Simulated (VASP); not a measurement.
Crystal: Ag.

```
CELL_PARAMETERS angstrom
0.00000 2.04275 2.04275
2.04275 0.00000 2.04275
2.04275 2.04275 0.00000
ATOMIC_POSITIONS crystal
Ag 0.00000 0.00000 0.00000
```

| Quantity | Value |
| --- | --- |
| Program | VASP 6.6.1 |
| Task | relaxation of cell and atoms |
| Functional | PBEsol |
| Dispersion | D3 |
| Potentials or basis | VASP PAW PBE potentials, release 64 (Ag) |
| Cutoff | 600 eV |
| k mesh | 11 × 11 × 11 |
| Occupations | fermi-dirac, width 0.05 eV |
| Spin | no spin polarisation |

At the start: pressure -7.1 GPa; volume 17.05 Å³/atom.

How do energy, volume and symmetry change on relaxing?

Over 3 steps the energy falls by 25.6 meV/atom and the volume is 15.99 Å³/atom (-6.2 %); space group Fm-3m (No. 225, to 0.05 Å).

Step by step:
| step | energy change (eV) | largest force (eV/Å) | pressure (GPa) | volume (Å³) |
| --- | --- | --- | --- | --- |
| 1 | 0.0000 | 0.0000 | -7.13 | 17.05 |
| 2 | -0.0096 | 0.0000 | 7.33 | 15.24 |
| 3 | -0.0256 | 0.0000 | -0.05 | 15.99 |

Final structure:
```
Ag
1.0
     0.00000    1.99952    1.99952
     1.99952    0.00000    1.99952
     1.99952    1.99952    0.00000
Ag
1
Direct
  0.00000 0.00000 0.00000
```

Caveat: the PAW data sets were made with another functional, which shifts forces and pressure a little; pairwise dispersion overbinds metals, which lowers pressure and volume.
